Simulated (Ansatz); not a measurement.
**Al2Pt: relaxation of cell and atoms with PBE+D3(BJ)**

Al2Pt:

```
CELL_PARAMETERS angstrom
0.00000 2.95500 2.95500
2.95500 0.00000 2.95500
2.95500 2.95500 0.00000
ATOMIC_POSITIONS crystal
Pt 0.00000 0.00000 0.00000
Al 0.75000 0.75000 0.75000
Al 0.25000 0.25000 0.25000
```

```
Program             : Ansatz 0.2.0
Task                : relaxation of cell and atoms
Functional          : PBE
Dispersion          : D3(BJ)
Potentials or basis : Ansatz PAW
Cutoff              : 420 eV (not typed: the program's choice for these potentials)
k mesh              : 8 × 8 × 8
Occupations         : fermi-dirac, width 0.05 eV
Spin                : no spin polarisation
```

The relaxed volume is 16.99 Å³/atom and the relaxed cell is a = 4.162 Å, b = 4.162 Å, c = 4.162 Å, α = 60.00°, β = 60.00°, γ = 60.00°. The space group after relaxing (to 0.05 Å) is Fm-3m (No. 225) and the energy gained by relaxing is 1.2 meV/atom. The ionic steps are 4, the pressure after relaxing is 0.0 GPa and the band gap on the k mesh is none (metal or under the smearing width).

Step by step:
```tsv
step	energy change (eV)	largest force (eV/Å)	volume (Å³)
1	0.0000	0.0000	51.61
2	-0.0035	0.0000	50.76
3	-0.0038	0.0000	50.96
4	-0.0036	0.0000	50.96
```

Final structure:
```
Pt Al
1.0
     0.00000    2.94265    2.94265
     2.94265    0.00000    2.94265
     2.94265    2.94265    0.00000
Pt Al
1 2
Direct
  0.00000 0.00000 0.00000
  0.75000 0.75000 0.75000
  0.25000 0.25000 0.25000
```

Levels at points of the mesh, in eV from the Fermi level:
```tsv
k point	band 10	band 11	band 12	band 13	band 14	band 15
(0.00, 0.00, 0.00)	-3.73	3.09	3.85	3.85	3.85	5.51
(0.00, 0.00, -0.50)	-3.50	-3.50	1.04	1.04	3.82	5.23
(0.00, -0.50, -0.50)	-3.43	-3.22	-1.60	-1.60	3.26	3.43
```

Wall time 3.5 s on 2 threads of Arm Neoverse V1 (shared host), peak memory 0.32 GiB.

Caveat: the plane-wave basis is chosen anew once the cell has moved, so the energies of steps on either side of that aren't comparable; pairwise dispersion overbinds metals, which lowers pressure and volume. The run has no spin-orbit coupling, so splittings on Pt are missing.
